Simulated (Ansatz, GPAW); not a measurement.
This is a calculation of InP for GPAW 26.7.0 (ASE script). 

Contents of run.py:

```python
from ase import Atoms
from ase.dft.bandgap import bandgap
from ase.io import write
from ase.units import GPa
from gpaw import GPAW, PW

atoms = Atoms(['In', 'P'],
              cell=[[0.0, 2.9305, 2.9305],
                    [2.9305, 0.0, 2.9305],
                    [2.9305, 2.9305, 0.0]],
              scaled_positions=[[0.0, 0.0, 0.0],
                                [0.75, 0.75, 0.75]],
              pbc=True)

calc = GPAW(mode=PW(600),
            xc='PBE',
            kpts={'size': (8, 8, 8), 'gamma': True},
            occupations={'name': 'methfessel-paxton', 'order': 0, 'width': 0.022},
            nbands=18,
            convergence={'density': 1e-05, 'energy': 1e-05},
            maxiter=150,
            txt='gpaw.txt')
atoms.calc = calc
energy = atoms.get_potential_energy()
forces = atoms.get_forces()
stress = atoms.get_stress()
calc.write('gs.gpw')
write('result.traj', atoms)
print(f'Energy: {energy:.6f} eV')
print('Forces (eV/A):')
print(forces.round(4))
print('Stress (GPa):', (stress / GPa).round(3))
print('Fermi level:', round(calc.get_fermi_level(), 4), 'eV')
print(f'Gap: {bandgap(calc)[0]:.4f} eV, direct: {bandgap(calc, direct=True)[0]:.4f} eV')
```

Potentials or basis: GPAW PAW data sets (gpaw-data 1.2.1), pw.

Run with:

```bash
$ OMP_NUM_THREADS=1 python run.py
```

What does the same run look like in Ansatz 0.2.0? Potentials or basis there: Ansatz PAW, cutoff 420 eV.

As run (cutoffs and basis follow the program's own potentials, and thresholds, step limits or extra output files can differ):

File input.yaml:

```yaml
crystal:
  lattice:
    - [0.0, 2.9305, 2.9305]
    - [2.9305, 0.0, 2.9305]
    - [2.9305, 2.9305, 0.0]
  atoms:
    - { symbol: In, position: [0.0, 0.0, 0.0] }
    - { symbol: P, position: [0.75, 0.75, 0.75] }
hamiltonian:
  xc: pbe
  pseudopotentials: { kind: paw }
kpoints:
  mp_grid: { grid: [8, 8, 8] }
scf:
  occupations: { method: gaussian, width: 0.022 }
output:
  forces: true
  stress: true
  eigenvalues: true
```

Potentials or basis: Ansatz PAW.

Launch:

```console
$ ansatz run input.yaml --threads 2 --pin off --max-ram 5632MiB --backend cpu --events-out ev --progress --plain --runs-dir out
```

Both were run:

|  | GPAW | Ansatz |
| --- | --- | --- |
| Pressure | 3.0 GPa | 3.3 GPa |

Ansatz's pressure holds a Pulay term of +0.04 GPa for its cutoff of 420 eV, which the other run lacks.

Where Ansatz's input types no cutoff or centring, it takes its own default and a Γ-centred mesh.

Pressure is positive in compression.
